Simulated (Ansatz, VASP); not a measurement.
# Ce in VASP and in Ansatz

```
CELL_PARAMETERS angstrom
-2.09700 2.09700 2.09700
2.09700 -2.09700 2.09700
2.09700 2.09700 -2.09700
ATOMIC_POSITIONS crystal
Ce 0.00000 0.00000 0.00000
```

The cell was built by a generator and needn't be a form met in nature.

Alike in both runs: task relaxation of cell and atoms; functional r2SCAN; k mesh 8 × 8 × 8; no spin polarisation.

|  | VASP | Ansatz |
| --- | --- | --- |
| version | VASP 6.6.1 | Ansatz 0.2.0 |
| potentials or method | VASP PAW PBE potentials, release 64 (Ce) | PAW plane waves |
| plane-wave cutoff (eV) | 600 | 500 |
| occupations | fermi-dirac, width 0.1 eV | fermi-dirac |
| valence electrons in the cell | 12 | 12 |

VASP gave:

```
relaxed volume (Å³/atom)                                     : 26.64
relaxed cell length with the largest relative difference (Å) : 3.259
energy change over the relaxation (meV/atom)                 : -216
```

Q: What did Ansatz give for the same quantities?

A: Relaxed volume (Å³/atom): 26.57; relaxed cell length with the largest relative difference (Å): 3.256; energy change over the relaxation (meV/atom): -224.

Caveats: the electronic state changed during the relaxation; the volume moved by over 15 % at a fixed basis, so the end points are rough; the PAW data sets were made with another functional, which shifts forces and pressure a little (VASP). The runs have no spin-orbit coupling, so splittings on Ce are missing. Spin polarisation is off, so any magnetic state and its effect on volume and gap are missing.
